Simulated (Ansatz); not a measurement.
# Mo (simple hexagonal type): how the settings move a single-point run

Aim: see which settings change the result for Mo (simple hexagonal type), by how much, and at what cost.

Program: Ansatz 0.2.0. Level of theory: reference: DFT, PBE, norm-conserving pseudopotentials, Ansatz's default files, scalar-relativistic. These are calculated values, not measurements.

1 further run of the same task is left out (set aside as unsound or not needed).

### Step 1. The structure to begin with

It takes space group P6/mmm (No. 191, hexagonal). Conventional cell: a = 2.772 Å, b = 2.772 Å, c = 2.524 Å, α = 90.00°, β = 90.00°, γ = 120.00°. Mo (site symmetry 6/mmm) has 8 Mo at 2.52 to 2.77 Å as nearest neighbours.

As a file:

```cif
data_structure
_symmetry_space_group_name_H-M 'P6/mmm'
_symmetry_Int_Tables_number 191
_cell_length_a 2.7721
_cell_length_b 2.7721
_cell_length_c 2.5241
_cell_angle_alpha 90.000
_cell_angle_beta 90.000
_cell_angle_gamma 120.000
_cell_volume 16.80
loop_
_atom_site_label
_atom_site_type_symbol
_atom_site_symmetry_multiplicity
_atom_site_Wyckoff_symbol
_atom_site_fract_x
_atom_site_fract_y
_atom_site_fract_z
_atom_site_occupancy
Mo1 Mo 1 a 0.00000 0.00000 0.00000 1
```

### Step 2. Reference

The input, input.yaml:

```yaml
crystal:
  lattice:
    - [2.7721062516, 0.0, 0.0]
    - [-1.3860531258, 2.4007144359, 0.0]
    - [0.0, 0.0, 2.524116305]
  atoms:
    - { symbol: Mo, position: [0.0, 0.0, 0.0] }
kpoints:
  mp_grid: { grid: [18, 18, 16] }
scf:
  occupations: { method: fermi_dirac, width: 0.08 }
hamiltonian:
  xc: pbe
  pseudopotentials: { kind: nc }
output:
  forces: true
  stress: true
  eigenvalues: true
```

On the command line:

```
ansatz run input.yaml --threads 1 --pin off --max-ram 2048MiB --backend cpu --events-out ev --progress --plain --runs-dir out
```

### Step 3. Changed: hubbard.sites [{species: Mo, l: d, u_eff: 6.0}], hubbard.double_counting fll

input.yaml: that of step 2 with these lines changed.

```diff
@@ -14,2 +14,3 @@
   pseudopotentials: { kind: nc }
+  hubbard: { sites: [{ species: Mo, l: d, u_eff: 6.0 }], double_counting: fll }
 output:
```

**Question.** What will these runs give? Wanted: for each run, ending; energy change; pressure; gap; force.

The runs gave:

| run | ending | energy change | pressure (GPa) | gap (eV) | force (eV/Å) | cycles | time |
| --- | --- | --- | --- | --- | --- | --- | --- |
| reference | converged | 0 | 0.0 | 0.00 | 0.00 | 6 | 9.8 s |
| 1: hubbard.sites [{species: Mo, l: d, u_eff: 6.0}], hubbard.double_counting fll | converged | +7.13 eV/atom (U changed: no physical gain or loss) | 9.9 | 0.00 | 0.00 | 8 | 13 s |

Residual by cycle in the longest SCF loop of each run; runs are numbered as in the table. The quantity is the density residual dr2, in eV.

| cycle | reference | run 1 |
| --- | --- | --- |
| 1 | 1.29 | 1.29 |
| 2 | 0.35 | 0.367 |
| 3 | 0.00103 | 0.0124 |
| 4 | 8.5e-6 | 9.4e-5 |
| 5 | 2.2e-7 | 1.2e-4 |
| 6 | 3.7e-9 | 1.9e-6 |
| 7 | - | 6.5e-7 |
| 8 | - | 2.0e-8 |

Changing the Hubbard U moves the energy by +7.13 eV/atom, and the pressure goes from 0.0 to 9.9 GPa. The U term adds an energy of its own, so the shift says nothing about which run is better. Cost: 8 SCF cycles against 6. A changed U is a change of model: its shifts are not errors of convergence.
